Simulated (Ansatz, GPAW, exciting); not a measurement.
## MgS: programs and potentials compared

```
S Mg
1.0
     0.00000    2.60165    2.60165
     2.60165    0.00000    2.60165
     2.60165    2.60165    0.00000
S Mg
1 1
Direct
  0.50000 0.50000 0.50000
  0.00000 0.00000 0.00000
```

Alike in all runs: task band structure; functional revPBE; k mesh 9 × 9 × 9; occupations fermi-dirac, width 0.05 eV; no spin polarisation; no spin-orbit coupling. Pressure is positive in compression and, in plane waves, holds the error of the finite cutoff, which Ansatz's Pulay term estimates and takes out. Gaps are the smaller of the mesh's and the band path's.

```csv
program and potentials,plane-wave cutoff (eV),notes,band gap (eV),pressure (GPa)
"Ansatz, Ansatz PAW",420,"potentials made for PBE, which Ansatz adapts in part",2.92,2.90
"exciting, all-electron LAPW+lo, shipped species files, valence relativity iora*",-,-,2.91,-
"GPAW, the program's PAW data sets (release 1.2.1) made for this functional",800,-,2.92,2.78
"Ansatz, all-electron LAPW, scalar-relativistic",-,-,?,?
```

Question: Estimate from the other rows what the run with Ansatz, all-electron LAPW, scalar-relativistic gave.

Answer: Band gap 2.92 eV; pressure 2.86 GPa. The other rows, which needn't bracket it: band gap 2.91 to 2.92; pressure 2.78 to 2.90.
